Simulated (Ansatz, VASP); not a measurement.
# Mg2Ge in VASP and in Ansatz

The input INCAR:

```
SYSTEM = Mg2Ge
PREC     = Accurate       ! precision mode
ENCUT    = 600            ! plane-wave cutoff, eV
EDIFF    = 1E-6           ! SCF threshold, eV
ISMEAR   = 0              ! smearing method
SIGMA    = 0.01           ! smearing width, eV
LREAL    = .FALSE.        ! projectors in reciprocal space
LASPH    = .TRUE.         ! aspherical terms in the spheres
NELM     = 100            ! most SCF steps
ALGO     = Normal         ! electronic algorithm
ISIF     = 3              ! what is computed and relaxed
LWAVE    = .FALSE.        ! write WAVECAR
LCHARG   = .FALSE.        ! write CHGCAR
GGA      = PE             ! functional
IBRION   = 2              ! ionic algorithm
NSW      = 100            ! ionic steps
EDIFFG   = -0.005         ! ionic threshold
```

The input KPOINTS:

```
regular mesh
0
G
  10 10 10
  0 0 0
```

POSCAR

```
Mg2Ge
1.0
    0.0000000000      3.1890000000      3.1890000000
    3.1890000000      0.0000000000      3.1890000000
    3.1890000000      3.1890000000      0.0000000000
Mg Ge
2 1
Direct
    0.2500000000      0.2500000000      0.2500000000
    0.7500000000      0.7500000000      0.7500000000
    0.0000000000      0.0000000000      0.0000000000
```

Input for Ansatz:

```yaml
crystal:
  lattice:
    - [0.0, 3.189, 3.189]
    - [3.189, 0.0, 3.189]
    - [3.189, 3.189, 0.0]
  atoms:
    - { symbol: Mg, position: [0.25, 0.25, 0.25] }
    - { symbol: Mg, position: [0.75, 0.75, 0.75] }
    - { symbol: Ge, position: [0.0, 0.0, 0.0] }
basis:
  ecutwfc: 420
kpoints:
  mp_grid: { grid: [10, 10, 10] }
hamiltonian:
  xc: pbe
scf:
  occupations: { method: gaussian, width: 0.01 }
output:
  forces: true
  stress: true
  eigenvalues: true
relax:
  adjacent_minimum: "off"
  f_tol: 0.005
  max_steps: 80
  cell: { stress_tol: 0.05 }
```

Alike in both runs: task relaxation of cell and atoms; functional PBE; k mesh 10 × 10 × 10; occupations gaussian, width 0.01 eV; no spin polarisation.

```csv
,VASP,Ansatz
version,VASP 6.6.1,Ansatz 0.2.0
potentials or method,"VASP PAW PBE potentials, release 64 (Mg, Ge_d)","scalar-relativistic, plane waves, PAW"
plane-wave cutoff (eV),600,420
valence electrons in the cell,18,34
```

VASP gave:

- gap on the k mesh at the Fermi level, each at its own relaxed structure (eV): 0.16
- relaxed volume (Å³/atom): 22.03
- relaxed cell length with the largest relative difference (Å): 4.538
- energy change over the relaxation (meV/atom): -1

Which values does Ansatz return?

gap on the k mesh at the Fermi level, each at its own relaxed structure (eV): 0.17; relaxed volume (Å³/atom): 22.07; relaxed cell length with the largest relative difference (Å): 4.541; energy change over the relaxation (meV/atom): -1.

The two sets of potentials don't hold the same shells in valence.

A k mesh can miss the band edges. PBE usually gives volumes a little too large and moduli too small. PBE gaps usually lie below the measured ones, often by a third to a half.
